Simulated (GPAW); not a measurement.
Set up this calculation in GPAW 26.7.0, as an ASE script.

| Item | Value |
| --- | --- |
| Task | single point |
| Functional | TB-mBJ |
| Potentials or basis | GPAW PAW data sets for LDA (gpaw-data 1.2.1) |
| Cutoff | 600 eV |
| Basis | pw |
| k mesh | 6 × 6 × 6 |
| Occupations | fermi-dirac, width 0.05 eV |
| Spin | no spin polarisation |
| Maxiter | 150 |

CuCl4:

```
Cu Cl
1.0
    -2.43256    2.43256    5.23462
     2.43256   -2.43256    5.23462
     2.43256    2.43256   -5.23462
Cu Cl
1 4
Cartesian
  0.0000 0.0000 0.0000
  1.2269 -1.2269 6.6060
  -1.2269 1.2269 6.6060
  1.2269 1.2269 3.8632
  1.2057 1.2057 -1.3714
```

The cell comes from a database or a generator and needn't be the stable form of this composition.

These files were run (other wordings do the same):

run.py

```python
from ase import Atoms
from ase.dft.bandgap import bandgap
from ase.io import write
from gpaw import GPAW, PW

atoms = Atoms(['Cu', 'Cl', 'Cl', 'Cl', 'Cl'],
              cell=[[-2.432563, 2.432563, 5.234617],
                    [2.432563, -2.432563, 5.234617],
                    [2.432563, 2.432563, -5.234617]],
              scaled_positions=[[0.0, 0.0, 0.0],
                                [0.378818, 0.883173, 0.0],
                                [0.883173, 0.378818, 0.0],
                                [0.621182, 0.621182, 0.504355],
                                [0.116827, 0.116827, 0.495645]],
              pbc=True)

calc = GPAW(mode=PW(600),
            xc='TB09',
            kpts={'size': (6, 6, 6), 'gamma': True},
            occupations={'name': 'fermi-dirac', 'width': 0.05},
            nbands=35,
            convergence={'density': 1e-05, 'energy': 1e-05},
            eigensolver='cg',
            maxiter=150,
            txt='gpaw.txt')
atoms.calc = calc
energy = atoms.get_potential_energy()
calc.write('gs.gpw')
write('result.traj', atoms)
print('Fermi level:', round(calc.get_fermi_level(), 4), 'eV')
print(f'Gap: {bandgap(calc)[0]:.4f} eV, direct: {bandgap(calc, direct=True)[0]:.4f} eV')
```

Potentials or basis: GPAW PAW data sets for LDA (gpaw-data 1.2.1), pw.

Run with:

```bash
$ OMP_NUM_THREADS=1 python run.py
```

Results of the run:

```
Band gap on the k mesh : none (metal or under the smearing width)
```

Caveat: a model potential gives levels but no total energy; an odd number of electrons without spin polarisation forces a metal; a magnetic or distorted state may lie lower; the run has no spin polarisation, though such a crystal can be magnetic; semilocal functionals often make such compounds metallic where correlation or magnetic order opens a gap, which also shifts bond lengths.

Wall time 7.6 min on 1 thread of Arm Neoverse V2, with other jobs on the host, peak memory 0.41 GiB.
